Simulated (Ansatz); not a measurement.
Tm (bcc)

The computed numbers are results of r²SCAN, scalar-relativistic (collinear spin) in the plane-wave PAW code Ansatz at 500 eV, Γ-centred 14×14×14 mesh, 0.05 eV Gaussian smearing. The datasets are Ansatz's generated set soft_2.

```yaml
crystal:
  lattice:
    - [-2.03995, 2.03995, 2.03995]
    - [2.03995, -2.03995, 2.03995]
    - [2.03995, 2.03995, -2.03995]
  atoms:
    - { symbol: Tm, position: [0.00000, 0.00000, 0.00000] }
```

At room temperature and ambient pressure Tm is hcp.

Magnetic state: ferromagnetic, site spin moments Tm 1.43 μB.

The cell is relaxed to zero pressure at this level.

Path: Γ–H–N–Γ–P–H | P–N, with Γ = (0.000, 0.000, 0.000), H = (0.500, -0.500, 0.500), N = (0.000, 0.000, 0.500), P = (0.250, 0.250, 0.250) in reciprocal vectors of the calculation's cell.

Is it a metal or an insulator, and if it has a gap, where are the band edges on this path?

A metal: bands cross the Fermi level.

Levels between -5 and 3 eV from the Fermi level at the path's named points:
```tsv
point	spin	below E_F (eV)	above E_F (eV)
Γ	up	-3.27 -2.65 -2.21 -2.21 -2.06 -1.66 -1.66	2.70 2.70 2.76
Γ	down	-1.89 -1.89 -1.45 -0.35 -0.35	0.05 0.99 2.94 2.94
H	up	-3.40 -2.72 -2.14 -2.14 -1.93 -1.67 -1.67 -1.13 -1.10	
H	down	-1.76 -1.76 -1.30 -1.13 -1.03 -0.44 -0.44 -0.07	0.78
N	up	-3.34 -2.67 -2.24 -2.13 -2.02 -1.96 -1.73 -1.63	0.41 0.94
N	down	-1.96 -1.88 -1.79 -1.34 -0.46 -0.36	0.03 0.59 0.87 1.14
P	up	-3.36 -2.70 -2.16 -2.16 -1.97 -1.67 -1.67	0.05 0.05 0.06
P	down	-1.80 -1.80 -1.34 -0.41 -0.41 -0.09	0.24 0.24 0.27 0.78
```

Without a U the open 4f shell is pinned at the Fermi level, an artefact: in the real crystal it splits into occupied and empty levels away from it, and its large orbital moment is missing here. These numbers lack spin–orbit coupling. The run wasn't fully tested for a lower electronic state. The order of the orbitals lowers the symmetry, along an axis that is one of several equivalent ones. Site moments are of spin, integrated over atomic spheres. Only parallel moments were tried, so the real magnetic order may be another.

The state of the open shells isn't shown to be the lowest, and forces and pressures are less sure for it.
